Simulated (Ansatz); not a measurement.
Rows from a G0W0 calculation on BeS (honeycomb bilayer) (Ansatz 0.2.0; G0W0 on PBEsol, plane waves, PAW; 6×6×1 mesh, 179 empty bands, screening to 41 eV), in eV. Spin-orbit coupling is left out.

```tsv
row	k	band	start	Σx	Σc at the solution	Vxc
A	(0.000, -0.500, 0.000)	c1	-2.964	-5.102	-3.222	-9.411
B	(0.333, 0.333, 0.000)	v1	-6.460	-17.399	2.277	-14.185
C	(0.000, -0.500, 0.000)	v1	-6.654	-16.989	2.209	-13.841
D	(0.333, 0.333, 0.000)	c2	-1.548	-4.999	-3.556	-9.749
E	(0.333, 0.333, 0.000)	c1	-2.835	-4.336	-3.491	-8.925
F	(0.000, -0.500, 0.000)	c2	-1.848	-6.018	-3.472	-10.822
```

**Question.** Give the quasiparticle energies and the shift of each level.

The quasiparticle equation reads E = start + Σx + Σc(E) − Vxc.

```tsv
row	E (eV)	shift (eV)
A	-1.878	+1.086
B	-7.397	−0.937
C	-7.592	−0.938
D	-0.354	+1.195
E	-1.736	+1.098
F	-0.517	+1.331
```

The gap over the computed points goes from 3.50 eV to 5.52 eV.

Limits: not at the basis limit; coarse mesh for a sheet.

[Paths, hosts, dates, memory and timing lines, banners, echoed tables and standing remarks are left out of the program output.]

[Logs are printed without paths, hosts, clocks, repeated set-up lines and the standing remarks that a program may print on its own settings, such as how far it seeks lower states.]

[Runs of the session that timed out or met a known fault of the program may be left out.]

[Cells called generated may have been cut or substituted from an entry of the Crystallography Open Database or the Materials Project.]

[Hosts, paths, dates, database ids (printed as entryN), source tags and the programs' standing remarks are cut or masked in the printed files.]
